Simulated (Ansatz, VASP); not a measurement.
# MgO: VASP beside Ansatz

```
Mg O
1.0
     0.00000    2.10217    2.10217
     2.14778    0.00000    2.10217
     2.14778    2.10217    0.00000
Mg O
1 1
Direct
  0.00000 0.00000 0.00000
  0.50000 0.50000 0.50000
```

Change from the starting cell: uniaxial_x strain +2.2%.

Alike in both runs: task single point; functional r2SCAN; k mesh 10 × 10 × 10; no spin polarisation.

|  | VASP | Ansatz |
| --- | --- | --- |
| version | VASP 6.6.1 | Ansatz 0.2.0 |
| potentials or method | VASP PAW PBE potentials, release 64 (Mg, O) | plane waves, PAW |
| plane-wave cutoff (eV) | 520 | 500 |
| occupations | gaussian, width 0.01 eV | fixed |
| valence electrons in the cell | 8 | 16 |

```tsv
	VASP	Ansatz	Ansatz less VASP
gap on the k mesh at the Fermi level (eV)	5.41	5.44	+0.025
pressure (GPa)	-4.4	-3.3	+1.13
largest component of the traceless stress (GPa)	2.61	2.63	+0.020
```

The two sets of potentials don't hold the same shells in valence.

Caveats: the PAW data sets were made with another functional, which shifts forces and pressure a little (VASP).
